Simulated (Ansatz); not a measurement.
BN:

```
N B
1.0
     0.00000    3.49532    2.16609
     1.25163    0.00000    2.16609
     1.25163    3.49532    0.00000
N B
1 1
Direct
  0.66665 0.66665 0.33335
  0.00005 0.00005 0.99995
```

Measurements of this composition are mostly on another form, of space group No. 194.

| Property | Result |
| --- | --- |
| Program | Ansatz 0.2.0 |
| Task | single point |
| Functional | PBE |
| Potentials or basis | Ansatz PAW |
| Cutoff | 420 eV (not typed: the program's choice for these potentials) |
| k mesh | 13 × 13 × 13 |
| Occupations | fermi-dirac, width 0.05 eV |
| Spin | no spin polarisation |

On this cell: pressure 3.2 GPa; largest force 0.010 eV/Å; band gap on the k mesh 3.91 eV, indirect (least direct gap 4.65 eV).

The same run follows on a disturbed copy (atoms moved at random, drawn with an rms of 0.05 Å):

```xyz
2
Lattice="0.0000 3.4953 2.1661 1.2516 0.0000 2.1661 1.2516 3.4953 0.0000" Properties=species:S:1:pos:R:3 pbc="T T T"
N     1.2820    3.4522    2.9421
B     1.2499    3.4875    0.0322
```

What does the disturbed cell give?

The energy moves by +19.3 meV/atom; pressure 3.7 GPa; largest force 1.598 eV/Å; band gap on the k mesh 3.73 eV, indirect (least direct gap 4.66 eV).

Forces on the atoms (eV/Å):
```
N   -1.246  0.450 -0.892
B    1.246 -0.450  0.892
```

Stress tensor (GPa, compression positive):
```
 2.42  0.37 -3.26
 0.37  1.61  0.22
-3.26  0.22  7.04
```

Caveats: odd divisions of the mesh miss points on the zone boundary, where band edges often lie, so the gap on the mesh can be too wide.

A k mesh can miss the band edges.
